Iridium's computed volume can be wrong by almost nothing while its energy is wrong by tens of meV per atom, because an energy error moves the volume only if it changes as the crystal expands. This gives a rule that works with pencil and paper. Compare how far the energy falls between 13.50 and 14.06 Å³ per atom in two calculations. Each extra meV of fall moves the equilibrium volume outward by about 0.01 Å³.

ABINIT plane-wave DFT calculations for fcc iridium in the LDA, without spin polarisation or spin–orbit coupling, on a 12×12×12 k mesh with Fermi–Dirac smearing of 0.05 eV. The basis column gives the plane-wave cutoff. The volume, bulk modulus and its pressure derivative (the slope) come from a Birch–Murnaghan fit to seven static-lattice energies.

```
                         potentials   basis  equilibrium volume (Å³/atom)  bulk modulus (GPa)  bulk modulus slope
PseudoDojo NC SR LDA v0.4 stringent  762 eV                        13.793               408.1               5.070
                   JTH PAW LDA v2.0  626 eV                        13.804               408.7               4.980
                   JTH PAW LDA v2.0  463 eV                        13.805               408.0               5.010
                   JTH PAW LDA v2.0  327 eV                        13.815               410.6               4.660
                            HGH LDA  463 eV                        14.285               380.5               5.830
```

The rows describe the same crystal in the same density functional, LDA, so their differences come from the potentials and the plane-wave basis and not from the physics of iridium. Four of the five volumes lie within about 0.02 Å³ of one another. The HGH row stands apart, larger by about half a cubic ångström. A useful rule has to reproduce both the close agreement and the exception.

Near its minimum, the energy per atom is a parabola whose stiffness is set by the bulk modulus $B$ and the equilibrium volume $V_0$:

$$E(V)\approx E_0+\frac{B}{2V_0}(V-V_0)^2 .$$

Suppose that another potential or a lower cutoff adds an error $D(V)$. A constant error lifts the whole parabola and leaves its minimum where it was. An error with slope $s=\mathrm{d}D/\mathrm{d}V$ tilts the parabola, and the minimum slides until the restoring slope $B\,\Delta V/V_0$ balances the tilt:

$$\Delta V\approx-\frac{V_0}{B}\,s .$$

The slope of an energy with respect to volume is a pressure with its sign reversed, so a tilted error acts on the crystal like a false pressure. If the error falls as the volume grows, it pushes the atoms apart. The factor $V_0/B$ says how far the crystal yields. It is small for a stiff metal such as iridium, whereas a softer solid of similar atomic volume would move farther under the same false pressure.

The two constants come from the JTH row at 626 eV, the highest cutoff in the only set computed at several cutoffs. Its volume of 13.804 Å³ and modulus of 408.7 GPa give a yield of 0.034 Å³ per GPa. One meV spread over the 0.56 Å³ between the two chosen volumes is a pressure of about 0.28 GPa. The product of the two is 0.0096 Å³ per meV, the number to remember for iridium.

The JTH row at 327 eV shows why a poor energy can give a good volume. Near the minimum its energy lies 27 meV above that of the reference, and if all of this error varied between the two volumes, the shift would be about a quarter of a cubic ångström. In fact the energy falls by 4.42 meV between them, against 3.49 meV in the reference. The extra fall is only 0.93 meV, and the rule gives

$$\Delta V\approx0.93\times0.0096\approx0.009\ \text{Å}^3 .$$

The tabulated volumes differ by 0.011 Å³. Nearly the whole energy error is therefore common to both volumes and drops out.

Theory offers a reason for this cancellation. In these methods the plane waves describe valence orbitals that have been smoothed near the nucleus. What remains of their rapid variation there is still the hardest part to describe, and a low cutoff leaves some of it unresolved. That region changes little when the neighbours move slightly farther away. At a fixed cutoff the resolution in space is also the same at each volume, so much the same energy is lost each time.

A constant offset also drops out when potentials with different numbers of electrons are compared. PseudoDojo treats 17 electrons of iridium explicitly and JTH 15, and their total energies differ by about a thousand eV. This enormous offset has no bearing on the volume. Between the two chosen volumes the PseudoDojo energy falls by 1.2 meV less than the reference, so the rule predicts a volume smaller by about 0.01 Å³, as the table shows.

HGH is the demanding case. Its energy falls by 54.16 meV between the same two volumes, which is 50.67 meV more than in the reference. The estimate is

$$\Delta V\approx50.67\times0.0096\approx0.49\ \text{Å}^3,$$

and the computed shift is 0.48 Å³, or 3.5% of the reference volume. In terms of pressure, the HGH calculation behaves as if something inside the crystal pushed outward with about 14.4 GPa.

Over the four rows that can be compared with the reference, the estimate misses the computed shift by at most 0.007 Å³, and the largest miss belongs to HGH. Shifts of one or two thousandths are too fine for the rule: for JTH at 463 eV it gets even the sign wrong. The energies used here also helped to determine the tabulated volumes, which come from curves fitted through seven energies. The agreement therefore shows only that a straight tilt is an adequate description of the error when the shift is small; it does not identify where the tilt comes from.

For a shift as large as that of HGH, the close agreement hides two opposite effects. A crystal softens as it expands, which the bulk modulus slope $B'$, the change of $B$ with pressure, describes. For a constant outward false pressure $p$, the Murnaghan equation of state gives

$$V=V_0\left(1-\frac{B'p}{B}\right)^{-1/B'} ,$$

and with the reference constants the shift becomes 0.55 Å³, which is too large. The false pressure, however, weakens on the way out, to about 13.4 GPa between 14.06 and 14.34 Å³. With this value the same equation gives 0.50 Å³.

The simple rule leaves out both the softening and the weakening, and for HGH the two omissions nearly cancel. Another potential need not be so obliging. For shifts of a few hundredths of a cubic ångström the distinction hardly matters, because the crystal has no room to soften. For shifts of several tenths, an uncertainty of ten to fifteen per cent is more realistic than the small miss found here.

The bulk modulus does not follow from the tilt. If HGH iridium were simply the reference crystal stretched by a constant false pressure, its modulus would be about 337 GPa, but the table has 380.5 GPa. The modulus measures the curvature of the energy, so it responds to the bending of the error, which a single slope leaves out. The weakening of the false pressure is such a bend, and it stiffens the crystal.

The HGH modulus is itself uncertain, because its energies do not lie on a smooth curve. A parabola through the three energies around its minimum gives 407.5 GPa, well above the tabulated value from the full fit. The same construction for the reference gives 411 GPa, close to its tabulated modulus. The apparent softness of HGH iridium should therefore not be read as a property of the metal, or even as a firm property of the potential.

The JTH row at 327 eV shows the same order of sensitivity on a smaller scale. Its volume is within 0.1% of the reference and its modulus within 0.5%, but its modulus slope is about 6% lower. The volume depends on the slope of the error, the modulus also on its curvature, and the modulus slope also on how that curvature changes. Each step is more easily disturbed by small scatter in the energies, which may account for part of the 6%. A cutoff that is good enough for a lattice constant should therefore be tested again before it is used for the response to strong compression.

The yield of 0.034 Å³ per GPa is also useful when a cell is relaxed with the pressure that a plane-wave program reports. That pressure is usually calculated for a fixed set of plane waves. When the cell expands, the same set resolves less detail, the energy rises artificially, and the reported pressure comes out too low. A relaxation that drives this pressure to zero stops at too small a volume.

For PseudoDojo the uncorrected pressure at the energy minimum is about −1.2 GPa. The rule turns this into a volume error of −0.04 Å³, and interpolation of the pressures to zero gives the same result. This is more than three times the difference between the PseudoDojo and reference volumes. Someone comparing two potentials by such a relaxation could mistake an error of the method for a difference between the potentials.

For HGH the uncorrected pressure at the energy minimum is about −12 GPa, and it vanishes at a volume 0.41 Å³ smaller. So large a mismatch shows that the HGH energy is far from converged at 463 eV, although the JTH volume is already settled at that cutoff. A cutoff is adequate only for a particular potential. The mismatch does not make the smaller volume the right one, because the pressure suffers from the same incomplete basis.

The origin of the HGH tilt therefore remains open. HGH treats only nine electrons and freezes the 5p shell, which JTH lets respond to the surroundings. A frozen shell can produce an error that changes with volume, so it is a plausible contributor, but the incomplete basis may be another. Two more HGH energies, at 13.50 and 14.06 Å³ with a much higher cutoff, would begin to separate them: the part of the extra 51 meV that disappears belongs to the basis, and the part that survives once the result has converged belongs to the potential.
